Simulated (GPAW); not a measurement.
Crystal: Te2Mo.

```
Te Mo
1.0
     3.51820    0.00000    0.00000
    -1.75910    3.04685    0.00000
     0.00000    0.00000   13.97360
Te Mo
4 2
Direct
  0.66667 0.33333 0.37900
  0.33333 0.66667 0.87900
  0.66667 0.33333 0.12100
  0.33333 0.66667 0.62100
  0.66667 0.33333 0.75000
  0.33333 0.66667 0.25000
```

Program: GPAW 26.7.0. Alike in all runs: task band structure; cell as given; k mesh 5 × 5 × 2; cutoff (eV) 600; smearing fermi-dirac 0.05 eV.

Q: Order these runs on this cell by their pressure, lowest first.
A. level BLYP; potentials or basis PAW data sets generated in the run's folder for this functional, pw; spin SOC, no magnetisation; band points 100; spin axis theta (degrees) 90; spin axis phi (degrees) 0; eigensolver davidson
B. level AM05; potentials or basis PAW data sets generated in the run's folder for this functional, pw; spin SOC, no magnetisation; band points 60; spin axis theta (degrees) 0; spin axis phi (degrees) 0
C. level LDA; potentials or basis PAW data sets generated in the run's folder for this functional, pw; spin off; band points 60
D. level r4SCAN; potentials or basis GPAW PAW data sets (gpaw-data 1.2.1), pw; spin SOC, no magnetisation; band points 80; spin axis theta (degrees) 90; spin axis phi (degrees) 45
E. level revPBE; potentials or basis the program's PAW data sets (release 1.2.1) made for this functional, pw; spin SOC, no magnetisation; band points 60; spin axis theta (degrees) 90; spin axis phi (degrees) 0

A: C (-3.8 GPa), B (-1.9 GPa), D (0.2 GPa), E (3.8 GPa), A (8.2 GPa).

Caveats: spin-orbit coupling was added after a scalar SCF, so levels and gaps hold it while energy, forces, pressure and moments don't (some runs); this functional lacks dispersion, which binds the layers, so the pressure and a relaxed spacing across them are unreliable (some runs); the PAW data sets were made with another functional, which shifts forces and pressure a little (some runs).

Not every run made on this cell is shown here.
